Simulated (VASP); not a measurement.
A calculation with VASP 6.6.1 of SnO (native input, structure from a POSCAR):

Contents of INCAR:

```
SYSTEM = SnO
PREC     = Accurate       ! precision mode
ENCUT    = 520            ! plane-wave cutoff, eV
EDIFF    = 1E-6           ! SCF threshold, eV
ISMEAR   = 0              ! smearing method
SIGMA    = 0.02           ! smearing width, eV
LREAL    = .FALSE.        ! projectors in reciprocal space
LASPH    = .TRUE.         ! aspherical terms in the spheres
NELM     = 100            ! most SCF steps
ALGO     = Fast           ! electronic algorithm
ISIF     = 2              ! what is computed and relaxed
LWAVE    = .FALSE.        ! write WAVECAR
LCHARG   = .FALSE.        ! write CHGCAR
GGA      = PE             ! functional
NBANDS   = 28             ! bands
```

KPOINTS

```
regular mesh
0
G
  7 7 6
  0 0 0
```

Contents of POSCAR:

```
SnO
1.0
    3.8136952200      0.0000000000      0.0000000000
    0.0000000000      3.8136952200      0.0000000000
    0.0000000000      0.0000000000      4.8869133000
Sn O
2 2
Direct
    0.5000000000      0.0000000000      0.7646261400
    0.0000000000      0.5000000000      0.2353738600
    0.0000000000      0.0000000000      0.0000000000
    0.5000000000      0.5000000000      0.0000000000
```

Potentials or basis: VASP PAW PBE potentials, release 64 (Sn_d, O).

Command:

```bash
$ cat potpaw_PBE.64/Sn_d/POTCAR potpaw_PBE.64/O/POTCAR > POTCAR
$ mpirun -np 1 vasp_std > vasp.out
```

The cell is a database's computed one.

Write the same calculation in another form: ASE script, structure from a POSCAR.

As run:

Contents of run.py:

```python
from ase.calculators.vasp import Vasp
from ase.dft.bandgap import bandgap
from ase.io import read

atoms = read('POSCAR')
calc = Vasp(
    directory='calc',
    xc='pbe',
    pp='PBE',
    setups='materialsproject',
    prec='Accurate',
    encut=520,
    ediff=1e-06,
    ismear=0,
    sigma=0.02,
    lreal=False,
    lasph=True,
    nelm=60,
    algo='Fast',
    isif=2,
    lwave=False,
    lcharg=False,
    kpts=[7, 7, 6],
    gamma=True,
    nbands=28,
)
atoms.calc = calc

print('energy (eV):', atoms.get_potential_energy())
print('free energy (eV):', atoms.get_potential_energy(force_consistent=True))
print('forces (eV/A):')
print(atoms.get_forces())
print('stress (eV/A^3, Voigt):', atoms.get_stress())
print('Fermi level (eV):', calc.get_fermi_level())
gap, top, bottom = bandgap(calc)
print('band gap (eV):', gap, 'from (spin, k, band)', top, 'to', bottom)
```

Contents of POSCAR:

```
SnO
1.0
    3.8136952200      0.0000000000      0.0000000000
    0.0000000000      3.8136952200      0.0000000000
    0.0000000000      0.0000000000      4.8869133000
Sn O
2 2
Direct
    0.5000000000      0.0000000000      0.7646261400
    0.0000000000      0.5000000000      0.2353738600
    0.0000000000      0.0000000000      0.0000000000
    0.5000000000      0.5000000000      0.0000000000
```

Potentials or basis: VASP PAW PBE potentials, release 64 (Sn_d, O).

Launch:

```console
$ python run.py
```

Both were run:

|  | native input, structure from a POSCAR | ASE script, structure from a POSCAR |
| --- | --- | --- |
| Pressure | 3.8 GPa | 3.8 GPa |
| Largest force | 0.455 eV/Å | 0.455 eV/Å |
| Band gap on the k mesh | 0.38 eV, indirect (least direct gap 2.05 eV) | 0.38 eV, indirect (least direct gap 2.05 eV) |

Keys that steer only the numerical path or the files written may differ.

Caveat: spin-orbit coupling is left out, which moves the levels of the heavy elements; an odd mesh through Γ misses points on the zone boundary, where band edges often lie.
